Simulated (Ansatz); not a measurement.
GaP, one cell by several methods

```
CELL_PARAMETERS angstrom
0.00000 2.58047 2.58047
2.58047 0.00000 2.58047
2.58047 2.58047 0.00000
ATOMIC_POSITIONS crystal
Ga 0.00000 0.00000 0.00000
P 0.50000 0.50000 0.50000
```

Atoms are numbered in the order listed.

The cell was built from the rocksalt type and relaxed in the same program, and has space group Fm-3m; it needn't be a known or the stable phase.

Methods: DFT, PBE, PAW with Ansatz's default frozen-core files, scalar-relativistic (Ansatz 0.2.0); DFT, PBE, all-electron PAW with datasets made for the crystal, scalar-relativistic (Ansatz 0.2.0); DFT, PBE, all-electron LAPW, scalar-relativistic (Ansatz 0.2.0).

For PAW: a Γ-centred 12×12×12 k mesh, Fermi–Dirac smearing of 0.05 eV, cutoff 420 eV, no spin polarisation. The crystal-made all-electron datasets (AE datasets) take a cutoff of 240 eV at this cell. LAPW targets a basis error of 1 meV/atom. The Ansatz runs share mesh, smearing and spin set-up. Plane-wave (PAW) pressures include the program's estimate of the Pulay term.

Stress and pressure are positive in compression.

Levels count from the Fermi level.

| quantity | PAW | AE datasets | LAPW |
| --- | --- | --- | --- |
| pressure (GPa) | 0.00 | 0.02 | 0.02 |
| highest filled level at Γ (eV) | -13.137 | -13.138 | -13.138 |
| lowest empty level at Γ (eV) | 0.034 | 0.034 | 0.034 |
| highest filled level at W (eV) | -4.562 | -4.561 | -4.561 |
| lowest empty level at W (eV) | 2.596 | 2.596 | 2.596 |

PAW's pressure differs from the LAPW value by -0.02 GPa.
